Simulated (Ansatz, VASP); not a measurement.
Two plane-wave programs on Mg

Contents of INCAR:

```
PREC     = Accurate       # precision mode
ENCUT    = 520            # plane-wave cutoff, eV
EDIFF    = 1E-7           # SCF threshold, eV
ISMEAR   = 0              # smearing method
SIGMA    = 0.1            # smearing width, eV
LREAL    = False          # projectors in reciprocal space
LASPH    = True           # aspherical terms in the spheres
NELM     = 80             # most SCF steps
ALGO     = Normal         # electronic algorithm
ISIF     = 2              # what is computed and relaxed
LWAVE    = False          # write WAVECAR
LCHARG   = True           # write CHGCAR
GGA      = PE             # functional
LELF     = True           # ELF
LVHAR    = True         
NBANDS   = 7              # bands
```

The input KPOINTS:

```
regular mesh
0
Gamma
  14 14 14
```

POSCAR

```
Mg
1.0
    0.0000000000      2.3948455776      2.1928625376
    2.3948455776      0.0000000000      2.1928625376
    2.3948455776      2.3948455776      0.0000000000
Mg
1
Direct
    0.0000000000      0.0000000000      0.0000000000
```

Input for Ansatz:

```yaml
crystal:
  lattice:
    - [0.0, 2.3948455776, 2.1928625376]
    - [2.3948455776, 0.0, 2.1928625376]
    - [2.3948455776, 2.3948455776, 0.0]
  atoms:
    - { symbol: Mg, position: [0.0, 0.0, 0.0] }
basis:
  ecutwfc: 420
kpoints:
  mp_grid: { grid: [14, 14, 14] }
hamiltonian:
  xc: pbe
scf:
  occupations: { method: gaussian, width: 0.1 }
output:
  forces: true
  stress: true
  eigenvalues: true
```

Alike in both runs: task single point; functional PBE; k mesh 14 × 14 × 14; occupations gaussian, width 0.1 eV; no spin polarisation.

```csv
,VASP,Ansatz
version,VASP 6.6.1,Ansatz 0.2.0
potentials or method,"VASP PAW PBE potentials, release 64 (Mg)","scalar-relativistic, plane waves, PAW"
plane-wave cutoff (eV),520,420
valence electrons in the cell,2,10
```

|  | VASP | Ansatz | Ansatz less VASP |
| --- | --- | --- | --- |
| gap on the k mesh at the Fermi level (eV) | none | none | - |
| pressure (GPa) | -2.6 | -2.5 | +0.11 |
| largest component of the traceless stress (GPa) | 0.62 | 0.62 | -0.003 |

A gap of «none» marks a metal or a gap that the smearing closes. The two sets of potentials don't hold the same shells in valence.
